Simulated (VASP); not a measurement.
# TiC (Fm-3m) in VASP: further runs, part 2 of 2

VASP 6.6.1. The steps go on from the part before.

**3. Density of states, PBE+D3**

Input file run.py:

```python
from ase.calculators.vasp import Vasp
from ase.dft.dos import DOS
from ase.spacegroup import crystal

atoms = crystal(
    ['Ti', 'C'],
    basis=[[0.0, 0.0, 0.0], [0.5, 0.0, 0.0]],
    spacegroup=225,
    setting=1,
    cellpar=[4.33143769, 4.33143769, 4.33143769, 90.0, 90.0, 90.0],
    primitive_cell=True,
)
calc = Vasp(
    directory='calc',
    xc='pbe',
    pp='PBE',
    setups={'base': 'minimal', 'Ti': '_sv', 'C': '_s'},
    prec='Accurate',
    encut=400,
    ediff=1e-07,
    ismear=0,
    sigma=0.01,
    lreal=False,
    lasph=True,
    nelm=100,
    algo='Normal',
    isif=2,
    lwave=False,
    lcharg=False,
    lmaxmix=6,
    ivdw=11,
    lorbit=11,
    kpts=[11, 11, 11],
    gamma=True,
    nelect=16.1,
)
atoms.calc = calc

print('energy (eV):', atoms.get_potential_energy())
print('free energy (eV):', atoms.get_potential_energy(force_consistent=True))
print('forces (eV/A):')
print(atoms.get_forces())
print('stress (eV/A^3, Voigt):', atoms.get_stress())
print('Fermi level (eV):', calc.get_fermi_level())
dos = DOS(calc, width=0.1, window=(-10, 10), npts=201)
print('E - E_F (eV), DOS (1/eV)')
for e, g in zip(dos.get_energies(), dos.get_dos()):
    print(f'{e:8.3f} {g:10.4f}')
```

Potentials or basis: VASP PAW PBE potentials, release 64 (Ti_sv, C_s).

Run with:

```bash
> python run.py
```

Run time: 9.1 s. Hardware: 1 thread of AMD EPYC 9R45 (Zen 5), shared host; peak memory 0.11 GiB.

These settings aren't checked as converged (typed here: LMAXMIX = 6; ENCUT = 400; NELECT = 16.100000): the numbers below hold their error.

What came out:

```
Free energy                                           : -18.3067 eV
Band gap on the k mesh                                : none (metal or under the smearing width)
Valence electrons inside the program's atomic spheres : Ti 10.44; C 3.75
Dispersion energy per atom                            : -0.301 eV
```

Caveat: the cell is charged against a uniform background, so pressure and absolute levels hang on convention; pairwise dispersion overbinds metals, which lowers pressure and volume.

**4. Density of states, SCAN+D3(BJ)**

Input file run.py:

```python
from ase.calculators.vasp import Vasp
from ase.dft.dos import DOS
from ase.io import read

atoms = read('TiC.xyz')
calc = Vasp(
    directory='calc',
    xc='scan',
    pp='PBE',
    setups='recommended',
    prec='Accurate',
    encut=520,
    ediff=1e-06,
    ismear=-1,
    sigma=0.05,
    lreal=False,
    lasph=True,
    nelm=60,
    algo='Normal',
    isif=2,
    lwave=False,
    lcharg=False,
    lmaxmix=4,
    lmixtau=True,
    ivdw=12,
    lorbit=11,
    kpts=[11, 11, 11],
    gamma=True,
    nbands=15,
)
atoms.calc = calc

print('energy (eV):', atoms.get_potential_energy())
print('free energy (eV):', atoms.get_potential_energy(force_consistent=True))
print('forces (eV/A):')
print(atoms.get_forces())
print('stress (eV/A^3, Voigt):', atoms.get_stress())
print('Fermi level (eV):', calc.get_fermi_level())
dos = DOS(calc, width=0.1, window=(-10, 10), npts=301)
print('E - E_F (eV), DOS (1/eV)')
for e, g in zip(dos.get_energies(), dos.get_dos()):
    print(f'{e:8.3f} {g:10.4f}')
```

Input file TiC.xyz:

```xyz
2
Lattice="0.0000000000 2.1657188437 2.1657188437 2.1657188437 0.0000000000 2.1657188437 2.1657188437 2.1657188437 0.0000000000" Properties=species:S:1:pos:R:3 pbc="T T T"
Ti     0.0000000000      0.0000000000      0.0000000000
C      2.1657188437      2.1657188437      2.1657188437
```

Potentials or basis: VASP PAW PBE potentials, release 64 (Ti_sv, C).

Run with:

```bash
> python run.py
```

What it wrote:

```text
energy (eV): -28.37856266
free energy (eV): -28.37979546
forces (eV/A):
[[ 0.  0.  0.]
 [ 0. -0. -0.]]
stress (eV/A^3, Voigt): [ 0.01926839  0.01926839  0.01926839 -0.          0.          0.        ]
Fermi level (eV): 9.53763037
E - E_F (eV), DOS (1/eV)
 -10.000     0.4187
  -9.933     0.2960
  -9.867     0.2160
  -9.800     0.0822
  -9.733     0.0136
  -9.667     0.0009
[... 293 lines left out ...]
   9.933     0.2679
  10.000     0.0958
```

OUTCAR:

```text
ENCUT = 520.000000
   EDIFF = 1.00e-06
   METAGGA = SCAN
   PREC = Accurate
   ISIF = 2
   ISMEAR = -1
   LORBIT = 11
   NELM = 60
   IVDW = 12
[... 662 lines left out ...]
    total drift:                                0.000000     -0.000000     -0.000000

  FREE ENERGIE OF THE ION-ELECTRON SYSTEM (eV)
  ---------------------------------------------------
  free  energy   TOTEN  =       -28.3797954555 eV

  energy  without entropy=      -28.3773298595  energy(sigma->0) =      -28.37856266

 total charge

# of ion       s       p       d       tot
------------------------------------------
    1        2.199   6.255   1.901  10.355
    2        0.909   1.517   0.000   2.427
--------------------------------------------------
tot          3.108   7.772   1.901  12.782
```

INCAR:

```text
ENCUT = 520.000000
SIGMA = 0.050000
EDIFF = 1.00e-06
ALGO = Normal
METAGGA = SCAN
PREC = Accurate
ISIF = 2
ISMEAR = -1
LMAXMIX = 4
LORBIT = 11
NBANDS = 15
NELM = 60
IVDW = 12
LASPH = .TRUE.
LCHARG = .FALSE.
LWAVE = .FALSE.
LMIXTAU = .TRUE.
LREAL = .FALSE.
```

Wall time 74 s (1 thread of AMD EPYC 9R45 (Zen 5), shared host); peak memory 0.13 GiB.

Results:

| Item | Value |
| --- | --- |
| Free energy | -28.3798 eV |
| Pressure | -3.1 GPa |
| Band gap on the k mesh | none (metal or under the smearing width) |
| Valence electrons inside the program's atomic spheres | Ti 10.36; C 2.43 |
| Dispersion energy per atom | -0.136 eV |

States per cell in windows of 1 eV (zero at the Fermi level; states under -8 eV left out):
| from (eV) | total | Ti1_d | C2_p | Ti1_p | Ti1_s | C2_s | C2_d |
| --- | --- | --- | --- | --- | --- | --- | --- |
| -8.0 | 0.00 | 0.00 | 0.00 | 0.00 | 0.00 | 0.00 | 0.00 |
| -7.0 | 0.01 | 0.00 | 0.00 | 0.00 | 0.00 | 0.00 | 0.00 |
| -6.0 | 0.24 | 0.04 | 0.05 | 0.00 | 0.03 | 0.00 | 0.00 |
| -5.0 | 1.01 | 0.19 | 0.24 | 0.05 | 0.07 | 0.01 | 0.00 |
| -4.0 | 1.47 | 0.36 | 0.36 | 0.11 | 0.02 | 0.01 | 0.00 |
| -3.0 | 1.80 | 0.65 | 0.47 | 0.06 | 0.01 | 0.00 | 0.00 |
| -2.0 | 1.02 | 0.37 | 0.26 | 0.04 | 0.00 | 0.00 | 0.00 |
| -1.0 | 0.32 | 0.10 | 0.09 | 0.02 | 0.00 | 0.00 | 0.00 |
| 0.0 | 0.38 | 0.19 | 0.07 | 0.01 | 0.00 | 0.00 | 0.00 |
| 1.0 | 0.88 | 0.62 | 0.07 | 0.01 | 0.00 | 0.00 | 0.00 |
| 2.0 | 1.30 | 1.03 | 0.07 | 0.01 | 0.01 | 0.01 | 0.00 |
| 3.0 | 2.52 | 2.06 | 0.16 | 0.01 | 0.02 | 0.01 | 0.00 |
| 4.0 | 1.54 | 1.12 | 0.19 | 0.02 | 0.03 | 0.01 | 0.00 |
| 5.0 | 1.01 | 0.66 | 0.13 | 0.02 | 0.03 | 0.04 | 0.00 |
| 6.0 | 1.21 | 0.77 | 0.17 | 0.03 | 0.02 | 0.06 | 0.00 |
| 7.0 | 0.74 | 0.43 | 0.16 | 0.02 | 0.00 | 0.02 | 0.00 |

Caveat: the PAW data sets were made with another functional, which shifts forces and pressure a little; pairwise dispersion overbinds metals, which lowers pressure and volume.

**5. The reference run**

An earlier run on the cell as given: functional PBEsol; potentials or basis VASP PAW PBE potentials, release 64 (Ti_sv, C); cutoff 520 eV; k mesh 11 × 11 × 11; occupations fermi-dirac, width 0.05 eV; no spin polarisation.

- Pressure: -6.5 GPa
- Band gap on the k mesh: none (metal or under the smearing width)

**6. Overview**

| task | level | potentials or basis | cutoff (eV) | ladder | gap on the mesh (eV) | pressure (GPa) |
| --- | --- | --- | --- | --- | --- | --- |
| equation of state | LDA | VASP PAW LDA potentials, release 64 (Ti_sv, C_h) | 900 | - | - | - |
| density of states | SCAN+D3(BJ) | VASP PAW PBE potentials, release 64 (Ti_sv, C) | 520 | - | none | -3.1 |
| single point | PBEsol | VASP PAW PBE potentials, release 64 (Ti_sv, C) | 520 | free | none | -6.5 |

Alike in all rows: no spin polarisation; cell as given; k mesh 11 × 11 × 11; smearing fermi-dirac 0.05 eV.

Caveats: the PAW data sets were made with another functional, which shifts forces and pressure a little (some runs); the cutoff is under 1.25 times the usual one of these potentials, so pressure, stress and relaxed cells hold a basis-set (Pulay) error (some runs); pairwise dispersion overbinds metals, which lowers pressure and volume (some runs).

Total energies depend on the potentials used, so only differences within one code and one set of settings carry meaning.
